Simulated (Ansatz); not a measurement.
**CdSiP2: the band gap up the ladder of functionals**

The task here is to estimate one member of a computed series from the others.

The runs shown are made with Ansatz 0.2.0. PAW datasets, plane waves. (Calculated; spin-unpolarised; the phase may be known or hypothetical.)

### Starting point

The cell was relaxed beforehand with r2SCAN.

Space group I-42d (No. 122), tetragonal; a = 5.694 Å, c = 10.484 Å in the conventional setting, 21.24 Å³ an atom. Cd has 4 P at 2.57 Å; P has 2 Si at 2.26 Å and 2 Cd at 2.57 Å; Si has 4 P at 2.26 Å.

The structure in full:

```
CELL_PARAMETERS angstrom
-2.84685 2.84685 5.24208
2.84685 -2.84685 5.24208
2.84685 2.84685 -5.24208
ATOMIC_POSITIONS crystal
Cd 0.00000 0.00000 0.00000
P 0.37500 0.42116 0.54616
Cd 0.75000 0.25000 0.50000
P 0.17116 0.62500 0.04616
Si 0.50000 0.50000 0.00000
P 0.87500 0.82884 0.45384
Si 0.25000 0.75000 0.50000
P 0.57884 0.12500 0.95384
```

Set-up of the first run:

Input file input.yaml:

```yaml
crystal:
  lattice:
    - [-2.8468453812, 2.8468453812, 5.2420756378]
    - [2.8468453812, -2.8468453812, 5.2420756378]
    - [2.8468453812, 2.8468453812, -5.2420756378]
  atoms:
    - { symbol: Cd, position: [0.0, 0.0, 0.0] }
    - { symbol: P, position: [0.375, 0.4211589736, 0.5461589736] }
    - { symbol: Cd, position: [0.75, 0.25, 0.5] }
    - { symbol: P, position: [0.1711589736, 0.625, 0.0461589736] }
    - { symbol: Si, position: [0.5, 0.5, 0.0] }
    - { symbol: P, position: [0.875, 0.8288410264, 0.4538410264] }
    - { symbol: Si, position: [0.25, 0.75, 0.5] }
    - { symbol: P, position: [0.5788410264, 0.125, -0.0461589736] }
kpoints:
  mp_grid: { grid: [6, 6, 6] }
  band_path:
    path:
      - [[0.0, 0.0, 0.0], [-3.249658519092e-18, 3.249658519092e-18, 0.5], [0.25, 0.25, 0.25], [-2.302905721599e-17, 0.5, 2.302905721599e-17], [0.0, 0.0, 0.0], [0.5, 0.5, -0.5], [0.3237328808932, 0.6762671191068, -0.3237328808932]]
      - [[-0.3237328808932, 0.3237328808932, 0.3237328808932], [0.0, 0.0, 0.0]]
      - [[-3.249658519092e-18, 3.249658519092e-18, 0.5], [-0.1474657617864, 0.1474657617864, 0.5]]
      - [[0.5, 0.5, -0.1474657617864], [0.5, 0.5, -0.5]]
    npoints: 10
hamiltonian:
  xc: pbe
scf:
  occupations: { method: fermi_dirac, width: 0.02 }
  n_extra_bands: 6
output:
  forces: true
  stress: true
  eigenvalues: true
  write_density: true
  write_potential: true
  elf: true
  volumetric_format: npy
```

Launch:

```sh
> ansatz run input.yaml --threads 2 --pin off --max-ram 29491MiB --backend cpu --events-out ev --progress --plain --runs-dir out
```

Among the steps run: PBE bands along the symmetry lines; r2SCAN at the same geometry; HSE06 at the same geometry; PBE+SOC at the same geometry; G0W0 on PBE; Single point with PBE0.

One of the session's tables, all rows but one given; the rest of the session is left out.

| level | gap (eV) |
| --- | --- |
| PBE | 1.37 |
| r2SCAN | 1.61 |
| HSE06 | 2.01 |
| PBE+SOC | 1.37 |
| G0W0@PBE (507 empty bands) | 1.84 |
| PBE0 | ? |

Q: Estimate the row for PBE0 from the others.

**Answer.** gap (eV): 2.67. In the column «gap (eV)» it is the highest.

Meshes: PBE 6×6×6, r2SCAN 6×6×6, HSE06 4×4×4, PBE+SOC 6×6×6, PBE0 4×4×4

Limits of these values: Warnings in the runs' records: stress exchange threshold loose, stress scf threshold loose.
